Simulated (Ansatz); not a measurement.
Turn this script for the Python package of Ansatz (0.2.0) into the input file that the command-line program reads.

`deck.py`:
```python
# -*- coding: utf-8 -*-
import json
import logging
import sys
import warnings

import ansatz as az
import numpy as np

logging.basicConfig(stream=sys.stdout, format="[%(levelname)s] %(message)s")
logger = logging.getLogger("calc")
logger.setLevel(logging.INFO)

warnings.simplefilter("ignore", az.DeckWarning)

inputs = {
    "crystal": {
        "lattice": [
            [0.0, 3.532775, 3.532775],
            [3.532775, 0.0, 3.532775],
            [3.532775, 3.532775, 0.0],
        ],
        "atoms": [
            {"symbol": "K", "position": [0.0, 0.0, 0.0]},
            {"symbol": "I", "position": [0.5, 0.5, 0.5]},
        ],
    },
    "kpoints": {"mp_grid": {"grid": [4, 4, 4]}},
    "hamiltonian": {"xc": "pbesol"},
    "scf": {"occupations": {"method": "fixed"}, "lower_state_search": "full"},
    "basis": {"ecutwfc": 510},
    "output": {"forces": True, "stress": True},
}

planned = az.Session.from_dict(inputs).plan(threads=1, pin="off")
result = planned.execute()
data = result.report

for key in ("converged", "n_iterations", "n_electrons", "n_kpoints", "n_pw", "n_symmetry_ops", "free_energy_ev", "fermi_energy_ev"):
    logger.info(f"{key:18s} {data[key]}")

stress = np.array(data["stress_gpa"])
logger.info(f"pressure {np.trace(stress) / 3:.3f} GPa")
logger.info("stress tensor, GPa, positive in compression")
print(np.round(stress, 3) + 0.0)

forces = np.array(data["forces_ev_ang"])
norms = np.linalg.norm(forces, axis=1)
logger.info("largest force {:.4f} eV/A on atom {}".format(norms.max(), norms.argmax()))
print(np.array2string(forces, precision=4, suppress_small=True))

used = data["setup"]
print("cutoffs (eV):", used["ecut_ev"], used["ecutrho_ev"], " FFT grid:", used["fft_dense"])
logger.info("cell volume {:.3f} A^3, {} symmetry operations".format(used["cell_volume_ang3"], used["n_sym_ops"]))

keep = ["free_energy_ev", "energy_sigma0_ev", "fermi_energy_ev", "n_iterations", "converged", "magnetization_mub", "n_kpoints"]
with open("ki.json", "w") as handle:
    json.dump({key: data[key] for key in keep}, handle, indent=1)
```

```console
$ python deck.py
[INFO] converged          True
[INFO] n_iterations       6
[INFO] n_electrons        26.0
[INFO] n_kpoints          8
[INFO] n_pw               2277
[INFO] n_symmetry_ops     48
[INFO] free_energy_ev     -8951.253360340017
[INFO] fermi_energy_ev    2.172072097453862
[INFO] pressure -0.278 GPa
[INFO] stress tensor, GPa, positive in compression
[[-0.278  0.     0.   ]
 [ 0.    -0.278  0.   ]
 [ 0.     0.    -0.278]]
[INFO] largest force 0.0000 eV/A on atom 1
[[-0.  0. -0.]
 [ 0. -0.  0.]]
cutoffs (eV): 510.0 2040.0  FFT grid: [40, 40, 40]
[INFO] cell volume 88.182 A^3, 48 symmetry operations
```

`input.yaml`:
```yaml
crystal:
  lattice:
    - [0.0, 3.532775, 3.532775]
    - [3.532775, 0.0, 3.532775]
    - [3.532775, 3.532775, 0.0]
  atoms:
    - { symbol: K, position: [0.0, 0.0, 0.0] }
    - { symbol: I, position: [0.5, 0.5, 0.5] }
kpoints:
  mp_grid: { grid: [4, 4, 4] }
hamiltonian:
  xc: pbesol
scf:
  occupations: { method: fixed }
  lower_state_search: full
basis:
  ecutwfc: 510
output:
  forces: true
  stress: true
```

The program run on that file:
```console
$ ansatz run input.yaml --threads 1 --pin off --max-ram 3072MiB --backend cpu --events-out ev --progress --plain --runs-dir out
the run goes by scf.lower_state_search full: where its kind and settings allow, a search for a lower-energy state can add stability tests and further SCF calculations, which can take many times as long as the SCF (see the manual's entry of the key); standard usually adds fewer, off none
Engine: ansatz 0.2.0, aarch64-unknown-linux-gnu
Pseudopotentials: kind: paw
Pseudopotential: K, paw, valence charge 9, recommended cutoff 420 eV (normal), K.paw.azcp
Pseudopotential: I, paw, valence charge 17, recommended cutoff 420 eV (normal), I.paw.azcp
Functional definition: PBEsol
  exchange = pbesol_x
  correlation = pbesol_c
Crystal: 2 atoms, lattice volume = 88.182 Å³
Basis set: ecut = 510 eV, 2277 PW (Γ), exchange–correlation on 80×80×80 points (8 copies of the dense FFT grid, shifted against one another)
Bands: 17, of which v1, the nominal top of the filled ones, is band 13 counted from 1 (12 counted from 0)
Symmetry: 48 space group operations
Space group: Fm-3m (ITA 225), of the structure as read, at distance tolerance 4.5e-5 Å
k-points: 8 of 64
Non-local potential: K, projectors of the file, l = 0: 3, l = 1: 2, l = 2: 2
Non-local potential: I, projectors of the file, l = 0: 2, l = 1: 2, l = 2: 2, l = 3: 2
PAW form: soft (Blöchl's): semilocal exchange-correlation on the pseudo side does not see the compensation charge
PAW frozen core: K, regenerated for the run's functional, and the local potential with it (the file was generated under x = pbe(κ = 0.804, μ = 0.2195149727645171), c = pbe(β = 0.06672455060314922))
PAW frozen core: I, regenerated for the run's functional, and the local potential with it (the file was generated under x = pbe(κ = 0.804, μ = 0.2195149727645171), c = pbe(β = 0.06672455060314922))
PAW one-centre angular grid: K, 110 points (default); XC on 64 Gauss nodes
PAW one-centre angular grid: I, 590 points (default); XC on 64 Gauss nodes
Initial density: superposition of atomic densities (neutral atoms: chi_scale 0, normalization atom), corrected by the library's trained network
Initial wavefunctions: pseudopotential atomic-orbital guess
Functional: x = pbesol(κ = 0.804, μ = 0.12345679012345678), c = pbesol(β = 0.046)
SCF iter   1: F=—  HF=-8951.255101 eV  |F-HF|=—  |Δ(HF+E_count)|=         —  Δρ=1.85e-3  dr2=1.96e-3  ethr=1.77e-3  ⟨swp⟩=5.0  Hψ=618  notcnv=0  defer=13
preconditioner: auto → none  [insulator: Δε(μ)=3.813 eV  Ē_g=13.604 eV  n_scr=14 (ndim 8)  ℏωp=14.8 eV  f_vac=0.140  ε∞_Penn≈2.2]
SCF iter   2: F=—  HF=-8951.253400 eV  |F-HF|=—  |Δ(HF+E_count)|=   1.70e-3  Δρ=8.66e-4  dr2=4.09e-4  ethr=7.53e-6  ⟨swp⟩=2.5  Hψ=326  notcnv=0  defer=15
SCF iter   3: F=—  HF=-8951.253433 eV  |F-HF|=—  |Δ(HF+E_count)|=   3.22e-5  Δρ=3.45e-4  dr2=1.63e-4  ethr=1.57e-6  ⟨swp⟩=2.1  Hψ=261  notcnv=0  defer=14
SCF iter   4: F=—  HF=-8951.253360 eV  |F-HF|=—  |Δ(HF+E_count)|=   7.29e-5  Δρ=1.18e-4  dr2=7.01e-6  ethr=6.28e-7  ⟨swp⟩=2.1  Hψ=240  notcnv=0  defer=14
SCF iter   5: F=—  HF=-8951.253360 eV  |F-HF|=—  |Δ(HF+E_count)|=   7.39e-7  Δρ=1.54e-5  dr2=3.68e-7  ethr=2.70e-8  ⟨swp⟩=2.0  Hψ=234  notcnv=0  defer=13
SCF iter   6: F=-8951.253360 eV  HF=-8951.253360 eV  |F-HF|=1.86e-9  |Δ(HF+E_count)|=   9.10e-8  Δρ=1.36e-6  dr2=9.17e-10  ethr=3.85e-10  ⟨swp⟩=8.8  Hψ=794  notcnv=0
SCF 1 converged in 6 iterations: F = -8951.253360 eV  dr2 = 9.17e-10
  greatest PAW one-centre occupation: 0.999 electrons in one spin orbital (limit 2), on the I atom at site 1 (counted from 0), in its partial waves of l = 2
Symmetry: 1 space group operations
k-points: 36 of 64 (time reversal used)
Initial density: read from a saved state, or passed on in memory by an earlier SCF of this step, an earlier step, the calling program or the single point that the run made first
iter 1 solved again at ethr=7.14e-7 eV; its pass at ethr=3.10e-3 eV (dr2=1.86e-4 eV) is discarded
SCF iter   1: F=—  HF=-8951.253361 eV  |F-HF|=—  |Δ(HF+E_count)|=         —  Δρ=1.93e-6  dr2=1.28e-9  ethr=7.14e-7  ⟨swp⟩=3.0  Hψ=4430  notcnv=0  defer=71
eigensolver tolerance schedule: the retry pair's looser diagonalisation over-reported the residual by 145551.19 of it (diagonalisation noise at an unbounded share of the residual, at the tolerance the schedule requests for it); recorded, not acted on — ethr = c·dr2/N_el stays at c = 1.0e-1
preconditioner: auto → none  [insulator: Δε(μ)=3.818 eV  Ē_g=13.620 eV  n_scr=14 (ndim 8)  ℏωp=14.8 eV  f_vac=0.127  ε∞_Penn≈2.2]
SCF iter   2: F=—  HF=-8951.253360 eV  |F-HF|=—  |Δ(HF+E_count)|=   4.99e-7  Δρ=1.05e-6  dr2=1.22e-9  ethr=4.91e-12  ⟨swp⟩=4.2  Hψ=2133  notcnv=0
SCF iter   3: F=-8951.253360 eV  HF=-8951.253360 eV  |F-HF|=2.67e-10  |Δ(HF+E_count)|=  1.26e-10  Δρ=5.99e-7  dr2=3.51e-10  ethr=4.69e-12  ⟨swp⟩=1.0  Hψ=1656  notcnv=0
SCF 2 converged in 3 iterations: F = -8951.253360 eV  dr2 = 3.51e-10
an SCF from the run's close, with 47 of the crystal's symmetry operations given up (36 k-points in place of 8), reached no lower state that the run goes on to. This is no proof of a minimum
SCF converged after 6 iterations
Free energy (F): -8951.253360 eV
Harris-Foulkes:  -8951.253360 eV  (|F-HF|=1.86e-9)
Internal energy: -8951.253360 eV  (E = F + TS)
E sigma→0 (E₀):  -8951.253360 eV
Fermi energy:    2.172072 eV
--- Per-component energies (eV) ---
  E_band       = -522.929284
  E_kinetic    = 442.953450
  E_local      = -2832.475367  (includes V_loc(G=0)·N_el)
  E_nonlocal   = -74.631715
  E_hartree    = 1340.570993
  E_xc         = -260.506985
  E_vxc        = -291.918604  (∫ρ·V_xc dr)
  E_paw        = -5499.251356  (= ΣΔE_a)
  E_vpaw       = -447.999517  (= ΣTr[D̂ρ^β])
  E_aug_tail   = -0.000050  (compensation charges beyond the density's cutoff)
  E_ewald      = -2068.432357
  E_core_change = 0.520027  (= ΣΔE_core)
  E_smearing   = -0.000000  (= −TS)
  E_closure    = -0.000000  (closes the sum)
  Σ components = -8951.253360   (vs F -8951.253360, Δ=0.00e0)
--- Forces (eV/Å), atoms counted from 1 ---
  atom   1  K     -0.00000000     0.00000000    -0.00000000
  atom   2  I      0.00000000    -0.00000000     0.00000000
  max |Σ_I F_I| component: 6.69e-29 eV/Å
--- Stress (GPa, compression-positive) ---
       -0.278377      -0.000000       0.000000
        0.000000      -0.278377       0.000000
        0.000000       0.000000      -0.278377
  P = ⅓ Tr σ = -0.2784 GPa (-2.784 kbar)
--- Band table (eV; the first three rows and the last of 8) ---
  k-point 0: bands = ["-40.5372", "-40.5372", "-40.5343", "-40.5343", "-40.5343", "-26.1506", "-9.7055", "-9.7055", "-9.7055", "-8.3697", "2.1721", "2.1721", "2.1721", "5.9900", "8.6133", "8.6133", "8.6133"]
  k-point 1: bands = ["-40.5372", "-40.5372", "-40.5343", "-40.5343", "-40.5343", "-26.1495", "-9.7928", "-9.7067", "-9.7067", "-8.2183", "1.3932", "1.9925", "1.9925", "7.0982", "8.6564", "9.2250", "9.2250"]
  k-point 2: bands = ["-40.5372", "-40.5372", "-40.5343", "-40.5343", "-40.5343", "-26.1484", "-9.8668", "-9.7079", "-9.7079", "-8.0774", "0.8255", "1.8298", "1.8298", "7.5625", "9.7810", "10.2588", "10.2588"]
  k-point 7: bands = ["-40.5372", "-40.5372", "-40.5343", "-40.5343", "-40.5343", "-26.1477", "-9.7615", "-9.7387", "-9.7387", "-8.1620", "1.4297", "1.4297", "1.5614", "8.5448", "8.5448", "8.7491", "10.2661"]
```

Caveats:
- These settings explore the input space; cutoff and mesh may be short of convergence.
- Under fixed occupations the level called the Fermi level is the highest filled one on the SCF mesh; off the mesh a filled band can lie a little above it.
- Only differences from the Fermi energy are physical; the zero of the scale is a convention.
- The starting cell is as deposited in a crystallographic database; the results hold for this polymorph, which needn't be the stable one.
- It ran for 20 s on 1 thread of Arm Neoverse V2, with other jobs on the host, peak memory 0.48 GiB.

(Lines on the test bed's own set-up are left out of the output.)
